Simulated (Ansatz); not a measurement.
**TiC under changes of volume**

One of the cells (10.158 Å³/atom); the others are scaled copies at fixed shape and fractional positions:

```
CELL_PARAMETERS angstrom
0.00000 2.16572 2.16572
2.16572 0.00000 2.16572
2.16572 2.16572 0.00000
ATOMIC_POSITIONS crystal
Ti 0.00000 0.00000 0.00000
C 0.50000 0.50000 0.50000
```

The cell is a database's computed one.

* Program: Ansatz 0.2.0
* Functional: PBE
* Potentials or basis: Ansatz PAW
* Cutoff: 420 eV (not typed: the program's choice for these potentials)
* k mesh: 11 × 11 × 11
* Occupations: fermi-dirac, width 0.05 eV
* Spin: no spin polarisation

| volume (Å³/atom) | energy over the lowest point (meV/atom) | pressure (GPa) |
| --- | --- | --- |
| 9.548 | 32.93 | 17.9 |
| 9.752 | ? | ? |
| 9.955 | 3.64 | 5.6 |
| 10.158 | 0.00 | 0.3 |
| 10.361 | 2.70 | -4.5 |
| 10.564 | 11.23 | -8.8 |
| 10.767 | 24.97 | -12.8 |

Question: What does the run at 9.752 Å³/atom give?

Answer: Energy over the lowest point 14.37 meV/atom; pressure 11.4 GPa.

Worked out: A Birch-Murnaghan fit of order 3 (a polynomial in V^(-2/3)) to the other rows has its minimum at 10.17 Å³/atom with B0 = V·E''(V) = 251 GPa and B' = 3.9. It gives 14.34 meV/atom at 9.752 Å³/atom, against the run's 14.37, and -dE/dV = 11.4 GPa, against 11.4.

Energies are extrapolated to zero smearing.
